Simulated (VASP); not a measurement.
# Pb (P6_3/mmc) in VASP: notebook

One crystal, Pb, is run at these levels: BLYP; tasks: single point, relaxation of cell and atoms.

Everything below comes from runs of VASP 6.6.1. Logs are shortened: lines on timing, memory, paths and dates and some standing lists are left out, and cuts for length are marked.

### Step 1. The crystal as given

It takes space group P6_3/mmc (No. 194, hexagonal). The conventional cell has a = 3.683 Å, b = 3.683 Å, c = 11.844 Å, α = 90.00°, β = 90.00°, γ = 120.00°. Around Pb (site symmetry -3m) lie 12 Pb at 3.65 to 3.68 Å. Pb (site symmetry -6m2) has 12 Pb at 3.65 to 3.68 Å as nearest neighbours.

This isn't the form of Pb at room conditions, which is fcc.

### Step 2. Single point, BLYP

The input, INCAR:

```
SYSTEM = Pb
PREC     = Accurate       ! precision mode
ENCUT    = 520            ! plane-wave cutoff, eV
EDIFF    = 1E-6           ! SCF threshold, eV
ISMEAR   = -1             ! smearing method
SIGMA    = 0.1            ! smearing width, eV
LREAL    = .FALSE.        ! projectors in reciprocal space
LASPH    = .TRUE.         ! aspherical terms in the spheres
NELM     = 60             ! most SCF steps
ALGO     = Fast           ! electronic algorithm
ISIF     = 2              ! what is computed and relaxed
LWAVE    = .FALSE.        ! write WAVECAR
LCHARG   = .FALSE.        ! write CHGCAR
GGA      = B5             ! functional
ALDAX    = 1.0          
AGGAX    = 1.0          
AGGAC    = 1.0          
ALDAC    = 0.0          
NBANDS   = 36             ! bands
```

The input, KPOINTS:

```
regular mesh
0
G
  13 13 4
  0 0 0
```

The input, POSCAR:

```
Pb
1.0
    3.6829162307      0.0000000000      0.0000000000
   -1.8414581154      3.1894990158      0.0000000000
    0.0000000000      0.0000000000     11.8437882418
Pb
4
Direct
    1.0000000000      0.0000000000      0.0000000000
    1.0000000000      0.0000000000      0.5000000000
    0.3333333333      0.6666666667      0.2500000000
    0.6666666667      0.3333333333      0.7500000000
```

Potentials or basis: VASP PAW PBE potentials, release 64 (Pb_d).

On the command line:

```bash
$ cat potpaw_PBE.64/Pb_d/POTCAR > POTCAR
$ mpirun -np 1 vasp_std > vasp.out
```

OUTCAR:

```text
SYSTEM = Pb
   PREC = Accurate
   ENCUT = 520
   EDIFF = 1E-6
   ISMEAR = -1
   LREAL = .FALSE.
   LASPH = .TRUE.
   NELM = 60
   ISIF = 2
   GGA = B5

 ion  position               nearest neighbor table
   1  0.000  0.000  0.000-   3 3.65   4 3.65   4 3.65   3 3.65   4 3.65   3 3.65
   2  0.000  0.000  0.500-   3 3.65   4 3.65   4 3.65   3 3.65   4 3.65   3 3.65
   3  0.333  0.667  0.250-   1 3.65   2 3.65   1 3.65   2 3.65   1 3.65   2 3.65
   4  0.667  0.333  0.750-   1 3.65   2 3.65   1 3.65   2 3.65   1 3.65   2 3.65

  LATTYP: Found a hexagonal cell.
 ALAT       =     3.6829162307
 C/A-ratio  =     3.2158722870

  Lattice vectors:

 A1 = (   3.6829162307,   0.0000000000,   0.0000000000)
 A2 = (  -1.8414581154,   3.1894990158,   0.0000000000)
 A3 = (   0.0000000000,   0.0000000000,  11.8437882418)

Analysis of symmetry for initial positions (statically):
=====================================================================
 Subroutine PRICEL returns:
 Original cell was already a primitive cell.

 Routine SETGRP: Setting up the symmetry group for a
 hexagonal supercell.

 Subroutine GETGRP returns: Found 24 space group operations
 (whereof 12 operations were pure point group operations)
 out of a pool of 24 trial point group operations.

The static configuration has the point symmetry D_3d.
 The point group associated with its full space group is D_6h.

Analysis of symmetry for dynamics (positions and initial velocities):
=====================================================================
 Subroutine PRICEL returns:
 Original cell was already a primitive cell.

 Routine SETGRP: Setting up the symmetry group for a
 hexagonal supercell.

 Subroutine GETGRP returns: Found 24 space group operations
 (whereof 12 operations were pure point group operations)
 out of a pool of 24 trial point group operations.

The dynamic configuration has the point symmetry D_3d.
 The point group associated with its full space group is D_6h.

 Subroutine INISYM returns: Found 24 space group operations
 (whereof 12 operations are pure point group operations),
 and found     1 'primitive' translations

----------------------------------------------------------------------------------------

                                     Primitive cell

  volume of cell :     139.1249

  direct lattice vectors                    reciprocal lattice vectors
     3.682916231  0.000000000  0.000000000     0.271523960  0.156764432  0.000000000
    -1.841458115  3.189499016  0.000000000     0.000000000  0.313528863  0.000000000
     0.000000000  0.000000000 11.843788242     0.000000000  0.000000000  0.084432445

  length of vectors
     3.682916231  3.682916231 11.843788242     0.313528863  0.313528863  0.084432445

  position of ions in fractional coordinates (direct lattice)
     0.000000000  0.000000000  0.000000000
     0.000000000  0.000000000  0.500000000
     0.333333333  0.666666667  0.250000000
     0.666666667  0.333333333  0.750000000

  ion indices of the primitive-cell ions
   primitive index   ion index
                 1           1
                 2           2
                 3           3
                 4           4

----------------------------------------------------------------------------------------

 KPOINTS: regular mesh

Automatic generation of k-mesh.
 Grid dimensions read from file:
 generate k-points for:   13   13    4

 Generating k-lattice:

  Cartesian coordinates                     Fractional coordinates (reciprocal lattice)
     0.020886458  0.012058802  0.000000000     0.076923077  0.000000000  0.000000000
     0.000000000  0.024117605  0.000000000     0.000000000  0.076923077  0.000000000
     0.000000000  0.000000000  0.021108111     0.000000000  0.000000000  0.250000000

  Length of vectors
     0.024117605  0.024117605  0.021108111

  Shift w.r.t. Gamma in fractional coordinates (k-lattice)
     0.000000000  0.000000000  0.000000000

 Subroutine IBZKPT returns following result:
 ===========================================

 Found     63 irreducible k-points:

 Following reciprocal coordinates:
            Coordinates               Weight
  0.000000  0.000000  0.000000      1.000000
  0.076923  0.000000  0.000000      6.000000
  0.153846  0.000000  0.000000      6.000000
  0.230769 -0.000000  0.000000      6.000000
  0.307692  0.000000  0.000000      6.000000
  0.384615  0.000000  0.000000      6.000000
[... 16 lines left out ...]
  0.076923  0.000000  0.250000     12.000000
  0.153846  0.000000  0.250000     12.000000
 [... further k-points ...]
   k-points           NKPTS =     63   k-points in BZ     NKDIM =     63   number of bands    NBANDS=     36
   number of dos      NEDOS =    301   number of ions     NIONS =      4
   total plane-waves  NPLWV =  70560
   dimension x,y,z NGX =    28 NGY =   28 NGZ =   90
   dimension x,y,z NGXF=    56 NGYF=   56 NGZF=  180
   ions per type =               4
   NGX,Y,Z   is equivalent  to a cutoff of  12.64, 12.64, 12.63 a.u.
   NGXF,Y,Z  is equivalent  to a cutoff of  25.28, 25.28, 25.27 a.u.
 SYSTEM =  Pb
   PREC   = accura    normal or accurate (medium, high low for compatibility)
   ISTART =      0    job   : 0-new  1-cont  2-samecut
   ICHARG =      2    charge: 1-file 2-atom 10-const
   ISPIN  =      1    spin polarized calculation?
   LNONCOLLINEAR =      F non collinear calculations
   LSORBIT =      F    spin-orbit coupling
   LASPH  =      T    aspherical Exc in radial PAW
   ENCUT  =  520.0 eV  38.22 Ry    6.18 a.u.   6.85  6.85 22.02*2*pi/ulx,y,z
   NELM   =     60;   NELMIN=  2; NELMDL= -5     # of ELM steps
   EDIFF  = 0.1E-05   stopping-criterion for ELM
   LREAL  =      F    real-space projection
   EDIFFG = 0.1E-04   stopping-criterion for IOM
   NSW    =      0    number of steps for IOM
   IBRION =     -1    ionic relax: 0-MD 1-quasi-New 2-CG
   NFREE  =      0    steps in history (QN), initial steepest desc. (CG)
   ISIF   =      2    stress and relaxation
   ISYM   =      2    0-nonsym 1-usesym 2-fastsym
   POTIM  = 0.5000    time-step for ionic-motion
   TEBEG  =    0.0;   TEEND  =   0.0 temperature during run
   PSTRESS=    0.0 pullay stress
   NELECT =      56.0000    total number of electrons
   NUPDOWN=      -1.0000    fix difference up-down
   EMIN   =  10.00;   EMAX   =-10.00  energy-range for DOS
   EFERMI =   0.00;   METHOD = LEGACY
   ISMEAR =    -1;   SIGMA  =   0.10  broadening in eV -4-tet -1-fermi 0-gaus
   EFERMI_NEDOS =   21; number of points for ismear=-14 and -15
   IALGO  =     68    algorithm
   IMIX   =      4    mixing-type and parameters
     AMIX     =   0.40;   BMIX     =  1.00
     AMIX_MAG =   1.60;   BMIX_MAG =  1.00
  volume/ion in A,a.u.               =      34.78       234.72
  Fermi-wavevector in a.u.,A,eV,Ry     =   1.208748  2.284203 19.879096  1.461072
  Thomas-Fermi vector in A             =   2.344347
   LORBIT       =      0    0 simple, 1 ext, 2 COOP (PROOUT), +10 PAW based schemes
   GGA     = B5    functional components
   LHFCALC =     F    Hartree Fock is set to
   AEXX    =    0.0000 exact exchange contribution
   IVDW    =     0    specifies the selected vdW correction
   LEPSILON=     F    determine dielectric tensor
   LRPA    =     F    only Hartree local field effects (RPA)
 non-spin polarized calculation
 RMM-DIIS sequential band-by-band and
  energy-cutoff  :      520.00
  volume of cell :      139.12
 maximum number of plane-waves:      3765
 NGX is ok and might be reduce to    28
   NGX = 13   NGY = 13   NGZ = 45

 number of electron      56.0000003 magnetization

 Free energy of the ion-electron system (eV)
  ---------------------------------------------------
  ext. energy  EPLUGINS =         0.00000000
  ---------------------------------------------------
  free energy    TOTEN  =       -11.50780675 eV

  energy without entropy =      -11.43857158  energy(sigma->0) =      -11.47318916

 E-fermi :   6.3482     XC(G=0):  -8.9691

 val. band max:        6.3452770968   @ k =   0.2308   0.0769   0.5000
 cond. band min:       6.3484167978   @ k =   0.3077   0.0769   0.0000
 fundamental gap:      0.0031397011
 Fermi energy:         6.3482061033

 k-point     1 :       0.0000    0.0000    0.0000
  band No.  band energies     occupation
      1     -10.6877      2.00000
      2     -10.6826      2.00000
      3     -10.6826      2.00000
      4     -10.6810      2.00000
      5     -10.6790      2.00000
      6     -10.6790      2.00000
[... 28 lines left out ...]
     35      12.3788      0.00000
     36      12.7290      0.00000

 k-point     2 :       0.0769    0.0000    0.0000
  band No.  band energies     occupation
      1     -10.6890      2.00000
      2     -10.6876      2.00000
      3     -10.6814      2.00000
      4     -10.6769      2.00000
      5     -10.6761      2.00000
      6     -10.6742      2.00000
[... 28 lines left out ...]
     35      12.4311      0.00000
     36      12.6044      0.00000

 k-point     3 :       0.1538    0.0000    0.0000
  band No.  band energies     occupation
      1     -10.7054      2.00000
      2     -10.6959      2.00000
      3     -10.6902      2.00000
      4     -10.6726      2.00000
      5     -10.6663      2.00000
      6     -10.6617      2.00000
[... 28 lines left out ...]
     35      12.1980      0.00000
     36      12.3264      0.00000

 k-point     4 :       0.2308   -0.0000    0.0000
  band No.  band energies     occupation
      1     -10.7269      2.00000
      2     -10.7060      2.00000
      3     -10.7033      2.00000
      4     -10.6720      2.00000
      5     -10.6685      2.00000
      6     -10.6601      2.00000
[... 28 lines left out ...]
     35      11.4885      0.00000
     36      11.9751      0.00000

 k-point     5 :       0.3077    0.0000    0.0000
  band No.  band energies     occupation
      1     -10.7478      2.00000
      2     -10.7186      2.00000
      3     -10.7152      2.00000
      4     -10.6822      2.00000
      5     -10.6788      2.00000
      6     -10.6675      2.00000
[... 655 lines left out ...]
 k-point    22 :       0.0000    0.0000    0.2500
  band No.  band energies     occupation
      1     -10.6869      2.00000
      2     -10.6822      2.00000
      3     -10.6805      2.00000
      4     -10.6805      2.00000
      5     -10.6757      2.00000
      6     -10.6757      2.00000
[... 28 lines left out ...]
     35      12.3077      0.00000
     36      12.3077      0.00000

 k-point    23 :       0.0769    0.0000    0.2500
  band No.  band energies     occupation
      1     -10.6891      2.00000
      2     -10.6881      2.00000
      3     -10.6808      2.00000
      4     -10.6775      2.00000
      5     -10.6738      2.00000
      6     -10.6729      2.00000
[... 28 lines left out ...]
     35      12.1417      0.00000
     36      12.3335      0.00000

 k-point    24 :       0.1538    0.0000    0.2500
  band No.  band energies     occupation
      1     -10.7053      2.00000
      2     -10.6999      2.00000
      3     -10.6860      2.00000
      4     -10.6715      2.00000
      5     -10.6672      2.00000
      6     -10.6589      2.00000
[... 28 lines left out ...]
     35      11.8923      0.00000
     36      12.1797      0.00000

 [... further k-points ...]
[... 5 lines left out ...]
  --------------------------------------------------------------------------------------
  -------------------------------------------------------------------------------------
  Total       -0.0415120     -0.0415120      0.4187032      0.0000000      0.0000000      0.0000000
  in kB       -0.4780570     -0.4780570      4.8218302      0.0000000      0.0000000      0.0000000
  external PRESSURE =       1.2885721 kB  Pullay stress =       0.0000000 kB

 VOLUME and BASIS-vectors are now :
 -----------------------------------------------------------------------------
  energy-cutoff  :      520.00
  volume of cell :      139.12
      direct lattice vectors                 reciprocal lattice vectors
     3.682916231  0.000000000  0.000000000     0.271523960  0.156764432  0.000000000
    -1.841458115  3.189499016  0.000000000     0.000000000  0.313528863  0.000000000
     0.000000000  0.000000000 11.843788242     0.000000000  0.000000000  0.084432445

 POSITION                                       TOTAL-FORCE (eV/Angst)
 -----------------------------------------------------------------------------------
      0.00000      0.00000      0.00000         0.000000      0.000000      0.000000
      0.00000      0.00000      5.92189        -0.000000      0.000000      0.000000
     -0.00000      2.12633      2.96095        -0.000000      0.000000      0.000000
      1.84146      1.06317      8.88284         0.000000     -0.000000     -0.000000
 -----------------------------------------------------------------------------------
    total drift:                                0.000000     -0.000000      0.000000

  FREE ENERGIE OF THE ION-ELECTRON SYSTEM (eV)
  ---------------------------------------------------
  free  energy   TOTEN  =       -11.5078067477 eV

  energy  without entropy=      -11.4385715802  energy(sigma->0) =      -11.47318916
```

Run time: 3.4 min. Hardware: 1 thread of Intel Xeon Platinum 8488C (Sapphire Rapids), shared host; peak memory 0.38 GiB.

Results:

- Free energy: -11.5078 eV
- Pressure: 0.1 GPa
- Band gap on the k mesh: none (metal or under the smearing width)

Caveat: the PAW data sets were made with another functional, which shifts forces and pressure a little.

(Part 1 of 2 ends here.)
